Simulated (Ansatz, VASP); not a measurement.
## Ru: VASP beside Ansatz

The input INCAR:

```
PREC = Accurate
ENCUT = 520
EDIFF = 1E-7
ISMEAR = 0
SIGMA = 0.1
LREAL = False
LASPH = True
NELM = 100
ALGO = Normal
ISIF = 2
LWAVE = False
LCHARG = True
GGA = PE
LELF = True
LVHAR = True
NBANDS = 13
```

File KPOINTS:

```
regular mesh
0
Gamma
  8 8 8
```

POSCAR

```
Ru
1.0
    0.0000000000      1.9150000000      1.9150000000
    1.9150000000      0.0000000000      1.9150000000
    1.9150000000      1.9150000000      0.0000000000
Ru
1
Direct
    0.0000000000      0.0000000000      0.0000000000
```

Input for Ansatz:

```yaml
crystal:
  lattice:
    - [0.0, 1.915, 1.915]
    - [1.915, 0.0, 1.915]
    - [1.915, 1.915, 0.0]
  atoms:
    - { symbol: Ru, position: [0.0, 0.0, 0.0] }
basis:
  ecutwfc: 420
kpoints:
  mp_grid: { grid: [8, 8, 8] }
hamiltonian:
  xc: pbe
scf:
  occupations: { method: gaussian, width: 0.1 }
output:
  forces: true
  stress: true
  eigenvalues: true
```

This isn't the form of Ru at room conditions, which is hcp.

Alike in both runs: task single point; functional PBE; k mesh 8 × 8 × 8; occupations gaussian, width 0.1 eV; no spin polarisation.

```csv
,VASP,Ansatz
version,VASP 6.6.1,Ansatz 0.2.0
potentials or method,"VASP PAW PBE potentials, release 64 (Ru_pv)","scalar-relativistic, plane waves, PAW"
plane-wave cutoff (eV),520,420
valence electrons in the cell,14,16
```

Ansatz gave:

* gap on the k mesh at the Fermi level (eV): none
* pressure (GPa): -5.4

Task: What did VASP give for the same quantities?

Result: gap on the k mesh at the Fermi level (eV): none; pressure (GPa): -5.5.

A gap of «none» marks a metal or a gap that the smearing closes. The two sets of potentials don't hold the same shells in valence.
